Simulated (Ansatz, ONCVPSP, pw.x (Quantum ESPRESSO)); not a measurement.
**From atom to crystal: ONCV potential for Ta**

- Element: Ta (Z = 73)
- Generator: ONCVPSP 4.0.1
- Type: optimised norm-conserving Vanderbilt (ONCV)
- Functional: PBE
- Relativity: scalar-relativistic
- Frozen core: [Kr] 4d10 4f14
- Valence charge: 13
- Reference configuration: 5s2 5p6 5d3 6s2
- Partial waves: 5s+6s: rc 1.60 bohr, ncon 4, nbas 8, qcut 6.9 1/bohr, 2 projectors; 5p: rc 1.60 bohr, ncon 4, nbas 7, qcut 8.2 1/bohr, 2 projectors, debl 0.9 Ha; 5d: rc 2.00 bohr, ncon 4, nbas 8, qcut 5.6 1/bohr, 2 projectors, debl 4 Ha; f scattering state at 0.15 Ha: rc 1.80 bohr, ncon 4, nbas 7, qcut 6.7 1/bohr, 1 projector
- Local potential: polynomial inside 1.40 bohr (lpopt 5, dvloc0 1 Ha)
- Core correction: Teter function, fcfact 4.5, rcfact 1.04

In the p channel the program set the typed energies aside and used -1.448, 0.250 Ha.

Atomic tests: cutoffs needed: 24 Ha and 29 Ha (the cutoffs (Ha) at which the residual kinetic energy of the hardest occupied pseudo-wave falls to 1 and 0.1 mHa per electron); ghost test: no bound ghost flagged; GHOST(+) flagged for s at 254.3 eV, f at 532.3 eV; largest excitation error: -365 meV (all-electron minus pseudo) for 5s1 5p6 5d3 6s2, out of 4 test configurations.

Crystal test: sc Ta in pw.x 7.5, no spin, 12³ k-points, Fermi–Dirac smearing 0.01 Ry, cutoffs 70/280 Ry. The reference is all-electron LAPW (Ansatz 0.2.0) with the same functional, mesh and smearing; V0 and B0 come from Birch–Murnaghan fits to the pressures at five volumes. Errors are pseudo minus all-electron; Δ is the rms difference of the E(V) curves that follow from these fits, minima aligned, over ±6 % about the mean V0. Mesh and smearing are coarse, so the numbers serve the comparison and aren't converged zero-temperature values; the lattice is a test structure that the element need not adopt.

All-electron: a0 = 2.742 Å (V0 = 20.63 Å³/atom), B0 = 143.1 GPa.

Question: How far does the potential miss the all-electron equation of state?

Answer: mean pressure error (GPa): +0.13; a0 (Å): 2.743; a0 error (%): +0.03; B0 error (%): +0.3; Δ (meV/atom): 0.5.

| V (Å³/atom) | P all-electron (GPa) | P pseudo (GPa) |
| --- | --- | --- |
| 19.357 | 10.29 | 10.47 |
| 19.867 | 5.78 | 5.93 |
| 20.376 | 1.79 | 1.91 |
| 20.885 | -1.75 | -1.64 |
| 21.395 | -4.87 | -4.79 |

Question: At the middle volume, how do free energy and pressure move when the wave cutoff is lowered (ecutrho kept at four times it)?

Answer:

| cutoff (Ry) | shift of F (meV/atom) | shift of P (GPa) |
| --- | --- | --- |
| 32 | +2436.7 | -54.80 |
| 42 | +510.1 | -20.02 |
| 56 | +24.8 | -1.85 |

Input at the middle volume:

```
&control
  calculation='scf', prefix='x', pseudo_dir='./', outdir='./tmp', tstress=.true., disk_io='none'
/
&system
  ibrav=0, nat=1, ntyp=1, ecutwfc=70, ecutrho=280, nbnd=14,
  occupations='smearing', smearing='fd', degauss=0.01
/
&electrons
  conv_thr=1e-09, mixing_beta=0.4, electron_maxstep=70
/
ATOMIC_SPECIES
Ta 1.0 Ta.UPF
CELL_PARAMETERS angstrom
  2.73132247 0.00000000 0.00000000
  0.00000000 2.73132247 0.00000000
  0.00000000 0.00000000 2.73132247
ATOMIC_POSITIONS crystal
Ta 0.0000 0.0000 0.0000
K_POINTS automatic
12 12 12 0 0 0
```

```bash
pw.x < Ta.scf.in > Ta.scf.out
```

Lines of the output:

```
Message from routine setup:
     using ibrav=0 with symmetry is DISCOURAGED, use correct ibrav instead
     lattice parameter (alat)  =       5.1615  a.u.
     unit-cell volume          =     137.5041 (a.u.)^3
     number of electrons       =        13.00
     number of Kohn-Sham states=           14
     kinetic-energy cutoff     =      70.0000  Ry
     charge density cutoff     =     280.0000  Ry
     scf convergence threshold =      1.0E-09
     Exchange-correlation= PBE
     number of k points=    84  Fermi-Dirac smearing, width (Ry)=  0.0100
     iteration #  1     ecut=    70.00 Ry     beta= 0.40
     total energy              =    -121.90520431 Ry
     estimated scf accuracy    <       0.01518556 Ry
     iteration #  2     ecut=    70.00 Ry     beta= 0.40
     total energy              =    -121.90568750 Ry
     estimated scf accuracy    <       0.00351745 Ry
     iteration #  3     ecut=    70.00 Ry     beta= 0.40
     total energy              =    -121.90601735 Ry
     estimated scf accuracy    <       0.00031881 Ry
     iteration #  4     ecut=    70.00 Ry     beta= 0.40
     c_bands:  1 eigenvalues not converged
     total energy              =    -121.90605288 Ry
     estimated scf accuracy    <       0.00000152 Ry
     iteration #  5     ecut=    70.00 Ry     beta= 0.40
     total energy              =    -121.90605617 Ry
     estimated scf accuracy    <       0.00000025 Ry
     iteration #  6     ecut=    70.00 Ry     beta= 0.40
     total energy              =    -121.90605619 Ry
     estimated scf accuracy    <       0.00000007 Ry
     iteration #  7     ecut=    70.00 Ry     beta= 0.40
     total energy              =    -121.90605621 Ry
     estimated scf accuracy    <          9.0E-09 Ry
     iteration #  8     ecut=    70.00 Ry     beta= 0.40
     the Fermi energy is    16.0807 ev
!    total energy              =    -121.90605621 Ry
     estimated scf accuracy    <          4.2E-10 Ry
     smearing contrib. (-TS)   =      -0.00369981 Ry
     The total energy is F=E-TS. E is the sum of the following terms:
     one-electron contribution =     -26.49523489 Ry
     hartree contribution      =      17.48202684 Ry
     xc contribution           =     -19.98828881 Ry
     ewald contribution        =     -92.90085955 Ry
     convergence has been achieved in   8 iterations
          total   stress  (Ry/bohr**3)                   (kbar)     P=       19.12
     Message from routine punch:
     Nothing written, as per user request (disk_io='none')
```

The run at the middle volume (84 k-points, 8 iterations) took about 12 s on one core of a shared host (AMD EPYC 9R14, 96 threads, 370 GiB, load 15).
